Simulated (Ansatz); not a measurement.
Runs of Ansatz 0.2.0 on ZnO (zincite). The structure is hexagonal, space group P6_3mc (No. 186). The conventional cell has a = 3.249 Å, b = 3.249 Å, c = 5.206 Å, α = 90.00°, β = 90.00°, γ = 120.00°. Zn (site symmetry 3m) is surrounded by 4 O at 1.97 to 1.98 Å. O (site symmetry 3m) has 4 Zn at 1.97 to 1.98 Å as nearest neighbours. 

| task | level | cell | k mesh | cutoff (eV) | smearing | points for each segment of the path | gap on the mesh (eV) | pressure (GPa) | largest force (eV/Å) |
| --- | --- | --- | --- | --- | --- | --- | --- | --- | --- |
| phonons | LDA | as given | 7 × 7 × 4 | 420 | fixed | - | 0.73 | - | - |
| band structure | r2SCAN | as given | 9 × 9 × 5 | 500 | fermi-dirac 0.05 eV | 14 | 1.23 | (c) | 0.07 |
| relaxation of cell and atoms | BLYP | relaxed | 9 × 9 × 5 | 420 | fermi-dirac 0.05 eV | - | (a) | 0.0 | - |
| band structure | PBEsol | as given | 9 × 9 × 5 | 420 | fermi-dirac 0.05 eV | 14 | 0.70 | -1.4 | (b) |
| single point | r2SCAN+rVV10 | as given | 9 × 9 × 5 | 500 | gaussian 0.1 eV | - | 1.18 | -2.5 | 0.07 |

Alike in all rows: potentials or basis Ansatz PAW; no spin polarisation.

Problem. Estimate the missing entries.

Solution. (a) 0.82; (b) 0.06; (c) -1.1.

Caveats: the PAW data sets come from PBE, with cores solved anew for the run's functional, which leaves a small shift of forces and pressure; odd divisions of the mesh miss points on the zone boundary, where band edges often lie, so the gap on the mesh can be too wide (some runs); the plane-wave basis is chosen anew once the cell has moved, so the energies of steps on either side of that aren't comparable (some runs).

Runs at the PBE level aren't shown here.
